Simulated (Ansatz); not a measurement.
## Notes on CuSbS₂

```
Cu Sb S
1.0
     6.11432    0.00000    0.00000
     0.00000    3.85656    0.00000
     0.00000    0.00000   14.72701
Cu Sb S
4 4 8
Cartesian
  4.5723 2.8924 2.5389
  4.5992 0.9641 9.9024
  1.5151 2.8924 4.8246
  1.5420 0.9641 12.1881
  1.3818 0.9641 0.9327
  1.6753 2.8924 8.2962
  4.4390 0.9641 6.4308
  4.7325 2.8924 13.7943
  3.8037 0.9641 1.3991
  5.3678 2.8924 8.7626
  0.7466 0.9641 5.9644
  2.3106 2.8924 13.3279
  0.7912 2.8924 2.5861
  2.2660 0.9641 9.9496
  3.8484 2.8924 4.7774
  5.3231 0.9641 12.1409
```

Single point in Ansatz 0.2.0 with r2SCAN, no spin polarisation. Cutoff 500 eV, PAW datasets, 4×7×2 Γ-centred k mesh, fermi-dirac filling (width 0.1 eV).

**Formation energy.** -0.30 eV an atom against the elements' usual phases (free molecules for gases, crystals otherwise, with no correction for O₂ or N₂), so it is bound against them; other compounds may still compete. Relaxing would lower it.
**Charges.** Bader charges in e: Cu +0.56, Sb +1.16, S -0.89 to -0.83. In the mean Sb gives up most and S takes most.
**Electronic structure.** The gap on the k mesh is 0.96 eV; the mesh may miss the band edges, so the true gap of this level can be smaller.
**Contacts.** Cu–S at 2.33 Å: least valence density 0.47 e/Å³ and ELF 0.22 there. Sb–S at 2.47 Å: least valence density 0.57 e/Å³ and ELF 0.56 there. Both are smooth PAW fields, read partly inside the augmentation spheres.
**Forces.** The largest is on Sb5 (and as large on other atoms): 0.30 eV/Å, components (0.24, 0.00, 0.18). It makes 25° with the line to a nearest neighbour, S9 at 2.47 Å, pointing towards it.
**Stress.** The pressure is -2.9 GPa (compression positive), so with the atoms held at these fractions the cell would first shrink.
**Band edges.** Within 0.7 eV of the edges, the states project mainly on Cu d (54 %) and S p (37 %) below the gap and on Sb p (48 %) and S p (27 %) above it.

Origin: a database entry at a rescaled volume. Caveats: an odd or shifted mesh can miss the band edges, so this level's true gap may be smaller; no spin-orbit coupling, which can shift this gap by tenths of an eV.
